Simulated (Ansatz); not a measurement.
Below is a relaxed structure of Sb. The cell was reached from a generator's guess, though it ends in a space group that the Crystallography Open Database lists for this formula.

All numbers below come from DFT PBE, scalar-relativistic, plane waves, PAW (Ansatz). Cutoff 420 eV, Γ-centred mesh, Gaussian smearing, no spin polarisation.

```
Sb
1.0
     3.10963    0.00000    0.00000
     0.00000    3.10963    0.00000
     0.00000    0.00000    3.10963
Sb
1
Direct
  0.00000 0.00000 0.00000
```

Energies count from the standard state of Sb at the same level.

**Question.** Find its symmetry and describe it.

**Answer.** Pm-3m (No. 221), the simple cubic type. Conventional cell: a = 3.110 Å. Sb is surrounded by 6 Sb at 3.11 Å.

**Question.** How far does it lie from the standard state of Sb?

**Answer.** +0.05 eV/atom. So it is a metastable form at best.

**Question.** Is it a metal?

**Answer.** Yes, bands cross the Fermi level on the 18×18×18 mesh.

The last run used an 18×18×18 mesh for its 1-atom cell and Gaussian smearing of 0.10 eV. The end has Cmmm (No. 65) at a tolerance of 0.01 Å; the cell shown is made exact in the group found at 0.05 Å. Spin–orbit coupling, which can matter for Sb, is left out. A structure relaxed within its symmetry needn't be a true minimum.
